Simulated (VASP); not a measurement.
# RbBr in VASP 6.6.1, single-point calculation

INCAR

```
IBRION = -1
EDIFF = 1E-7
LREAL = .FALSE.
ISMEAR = 0
GGA = PE
NELM = 71
ENCUT = 520
LASPH = .TRUE.
SIGMA = 0.05
LWAVE = .FALSE.
ISIF = 2
LCHARG = .FALSE.
PREC = Accurate
NBANDS = 15
NSW = 0
```

KPOINTS

```
KPOINTS created by Atomic Simulation Environment
0
Gamma
6 6 6
0 0 0
```

POSCAR

```
Rb Br
 1.0000000000000000
     0.0832328675000000    3.4608260906999999    3.4608260906999999
     3.4608260906999999    0.0832328675000000    3.4608260906999999
     3.5440589581999999    3.5440589581999999    0.0000000000000000
 Rb  Br
   1   1
Cartesian
  0.0000000000000000  0.0000000000000000  0.0000000000000000
  3.5440589581999999  3.5440589581999999  3.4608260907000008
```

The recommended PBE PAW datasets give the neutral cell 16 valence electrons.

Command

```
mpirun -np 1 vasp_std
```

Task: Predict the outcome of this run.

Result: It converged. Results: gap between bands v and c on the k mesh 4.24 eV; least direct gap on the k mesh 4.24 eV; pressure 0.6 GPa. Band v is the last that the valence electrons fill when counted band by band, and c is the next.

OSZICAR

```
N       E                     dE             d eps       ncg     rms          rms(c)
DAV:   1     0.838148748961E+02    0.83815E+02   -0.65317E+03  1380   0.904E+02
DAV:   2    -0.178417038673E+00   -0.83993E+02   -0.76980E+02  1937   0.164E+02
DAV:   3    -0.614078722208E+01   -0.59624E+01   -0.59301E+01  1758   0.451E+01
DAV:   4    -0.633243062874E+01   -0.19164E+00   -0.19160E+00  2112   0.725E+00
DAV:   5    -0.633359722271E+01   -0.11666E-02   -0.11666E-02  1814   0.604E-01    0.277E+00
DAV:   6    -0.611157190114E+01    0.22203E+00   -0.27114E-01  1744   0.236E+00    0.182E+00
DAV:   7    -0.609386761265E+01    0.17704E-01   -0.12638E-01  1828   0.171E+00    0.935E-01
DAV:   8    -0.610592132010E+01   -0.12054E-01   -0.14601E-02  1490   0.700E-01    0.110E-01
DAV:   9    -0.610632361543E+01   -0.40230E-03   -0.66427E-04  1901   0.132E-01    0.701E-02
DAV:  10    -0.610677334978E+01   -0.44973E-03   -0.59414E-04  1450   0.133E-01    0.273E-02
DAV:  11    -0.610677384895E+01   -0.49917E-06   -0.33338E-05  1836   0.297E-02    0.737E-03
DAV:  12    -0.610678007817E+01   -0.62292E-05   -0.93312E-06  1450   0.184E-02    0.158E-03
DAV:  13    -0.610678038164E+01   -0.30348E-06   -0.49045E-07  1898   0.365E-03    0.249E-03
DAV:  14    -0.610678042098E+01   -0.39338E-07   -0.20757E-07  1457   0.244E-03
   1 F= -.61067804E+01 E0= -.61067804E+01  d E =-.291417E-15
```

For comparison, a separate PBE run of the intended cell, on usual settings and not on those above, gives a gap of 4.24 eV on its mesh and a pressure of 0.6 GPa.
